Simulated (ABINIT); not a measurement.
HfB2: single point with PBE

The system is HfB2.

```
Hf B
1.0
     3.14000    0.00000    0.00000
    -1.57000    2.71932    0.00000
     0.00000    0.00000    3.48000
Hf B
1 2
Direct
  0.00000 0.00000 0.00000
  0.66667 0.33333 0.50000
  0.33333 0.66667 0.50000
```

| Item | Value |
| --- | --- |
| Program | ABINIT 10.8.3 (patched build) |
| Task | single point |
| Functional | PBE |
| Potentials or basis | JTH PAW PBE v2.0 |
| Cutoff | 517 eV |
| k mesh | 10 × 10 × 8 |
| Occupations | fermi-dirac, width 0.05 eV |
| Spin | no spin polarisation |

| Property | Result |
| --- | --- |
| Pressure | 1.2 GPa |
| Band gap on the k mesh | none (metal or under the smearing width) |
| Valence electrons inside the program's atomic spheres | Hf 9.70; B 1.86 |

Stress tensor (GPa, compression positive):
```
0.94 0.00 0.00
0.00 0.94 0.00
0.00 0.00 1.77
```

Levels at points of the mesh, in eV from the Fermi level:
| k point | band 6 | band 7 | band 8 | band 9 | band 10 | band 11 | band 12 | band 13 |
| --- | --- | --- | --- | --- | --- | --- | --- | --- |
| (0.00, 0.00, 0.00) | -2.91 | -2.80 | -2.80 | -2.69 | 4.14 | 4.15 | 4.79 | 4.83 |
| (0.50, 0.00, 0.00) | -8.96 | -4.03 | -3.34 | -2.77 | 2.21 | 2.84 | 5.69 | 5.83 |
| (0.00, 0.00, 0.50) | -8.27 | -1.09 | -1.09 | 0.42 | 0.42 | 1.10 | 1.10 | 2.34 |
| (0.50, 0.00, 0.50) | -7.42 | -4.87 | -4.62 | -2.59 | 4.11 | 4.27 | 6.37 | 7.33 |

It took 17 s on 1 thread of Arm Neoverse V2, with other jobs on the host, peak memory 0.13 GiB.

Spin-orbit coupling is left out, which matters for the levels of Hf.
